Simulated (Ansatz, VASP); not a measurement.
## One calculation of Rb, two programs

Contents of INCAR:

```
  PREC = Accurate
  ENCUT = 520
  EDIFF = 1E-6
  ISMEAR = 0
  SIGMA = 0.15
  LREAL = False
  LASPH = True
  NELM = 100
  ALGO = Fast
  ISIF = 2
  LWAVE = False
  LCHARG = False
  GGA = PS
  NBANDS = 10
```

The input KPOINTS:

```
regular mesh
0
Gamma
  12 12 12
```

File POSCAR:

```
Rb
1.0
   -2.9182400000      2.9182400000      3.0304800000
    2.9182400000     -2.9182400000      3.0304800000
    2.9182400000      2.9182400000     -3.0304800000
Rb
1
Direct
    0.0000000000      0.0000000000      0.0000000000
```

Input for Ansatz:

```yaml
crystal:
  lattice:
    - [-2.91824, 2.91824, 3.03048]
    - [2.91824, -2.91824, 3.03048]
    - [2.91824, 2.91824, -3.03048]
  atoms:
    - { symbol: Rb, position: [0.0, 0.0, 0.0] }
basis:
  ecutwfc: 420
kpoints:
  mp_grid: { grid: [12, 12, 12] }
hamiltonian:
  xc: pbesol
scf:
  occupations: { method: gaussian, width: 0.15 }
output:
  forces: true
  stress: true
  eigenvalues: true
  write_density: true
  write_potential: true
  elf: true
  volumetric_format: npy
```

Change from the starting cell: strain +0.040 along x and y, +0.080 along z, atoms carried along.

Alike in both runs: task single point; functional PBEsol; k mesh 12 × 12 × 12; occupations gaussian, width 0.15 eV; no spin polarisation.

|  | VASP | Ansatz |
| --- | --- | --- |
| version | VASP 6.6.1 | Ansatz 0.2.0 |
| potentials or method | VASP PAW PBE potentials, release 64 (Rb_sv) | scalar-relativistic, plane waves, PAW |
| plane-wave cutoff (eV) | 520 | 420 |
| valence electrons in the cell | 9 | 9 |

|  | VASP | Ansatz | Ansatz less VASP |
| --- | --- | --- | --- |
| gap on the k mesh at the Fermi level (eV) | none | none | - |
| pressure (GPa) | -0.4 | -0.4 | 0.00 |

A gap of «none» marks a metal or a gap that the smearing closes.

Caveats: the PAW data sets were made with another functional, which shifts forces and pressure a little (VASP).
